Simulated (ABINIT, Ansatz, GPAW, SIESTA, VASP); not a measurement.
# One calculation of Bi2Se3, 6 ways

```
CELL_PARAMETERS angstrom
2.07150 1.19598 9.54533
-2.07150 1.19598 9.54533
0.00000 -2.39196 9.54533
ATOMIC_POSITIONS crystal
Bi 0.59920 0.59920 0.59920
Bi 0.40080 0.40080 0.40080
Se 0.78830 0.78830 0.78830
Se 0.21170 0.21170 0.21170
Se 0.00000 0.00000 0.00000
```

Alike in all runs: task single point; functional PBEsol; k mesh 8 × 8 × 8; occupations fermi-dirac, width 0.05 eV; no spin polarisation; no spin-orbit coupling. Pressure is positive in compression and, in plane waves, holds the error of the finite cutoff, which Ansatz's Pulay term estimates and takes out.

| program and potentials | plane-wave cutoff (eV) | notes | band gap (eV) | pressure (GPa) | largest force (eV/Å) |
| --- | --- | --- | --- | --- | --- |
| Ansatz, Ansatz PAW | 420 | potentials made for PBE, which Ansatz adapts in part; 15.6 valence electrons an atom on average | ? | ? | ? |
| Ansatz, all-electron LAPW, scalar-relativistic | - | - | 0.14 | -0.30 | 0.155 |
| ABINIT, JTH PAW PBE v2.0 | 599 | potentials made for PBE; 9.6 valence electrons an atom on average | 0.14 | -0.32 | 0.163 |
| SIESTA, files PseudoDojo sr-pbesol-0.4.1-standard, DZP (energy shift 0.003 Ry; two zetas on semicore shells) | - | atomic basis; 15.6 valence electrons an atom on average | 0.16 | 1.43 | 0.427 |
| VASP, PBE PAW files Bi_d, Se, 520 eV | 520 | potentials made for PBE; 9.6 valence electrons an atom on average | 0.14 | -0.27 | 0.166 |
| GPAW, PAW data sets generated for this functional | 600 | 9.6 valence electrons an atom on average | 0.11 | -0.39 | 0.164 |

Question: Estimate from the other rows what the run with Ansatz, Ansatz PAW gave.

Answer: Band gap 0.14 eV; pressure -0.32 GPa; largest force 0.154 eV/Å. Its pressure holds a Pulay term of +0.02 GPa. The other rows, which needn't bracket it: band gap 0.11 to 0.16; pressure -0.39 to 1.43; largest force 0.155 to 0.427.
